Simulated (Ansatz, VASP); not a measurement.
# Two plane-wave programs on MgB2 (e600)

```
Mg B
1.0
     3.07531    0.00000    0.00000
    -1.53766    2.66330    0.00000
     0.00000    0.00000    3.52561
Mg B
1 2
Direct
  0.00000 0.00000 0.00000
  0.33333 0.66667 0.50000
  0.66667 0.33333 0.50000
```

Alike in both runs: functional PBE; k mesh 15 × 15 × 12; occupations fermi-dirac, width 0.15 eV; no spin polarisation.

Ansatz relaxed the structure, and its values are those at the end. VASP's run is a single point on that final structure, the one shown.

|  | VASP | Ansatz |
| --- | --- | --- |
| version | VASP 6.6.1 | Ansatz 0.2.0 |
| potentials or method | VASP PAW PBE potentials, release 64 (Mg, B) | scalar-relativistic, plane waves, PAW |
| plane-wave cutoff (eV) | 520 | 600 |
| valence electrons in the cell | 8 | 16 |

```csv
,VASP,Ansatz,Ansatz less VASP
gap on the k mesh at the Fermi level (eV),none,none,-
pressure (GPa),-0.2,0.0,+0.24
```

A gap of «none» marks a metal or a gap that the smearing closes. The two sets of potentials don't hold the same shells in valence.
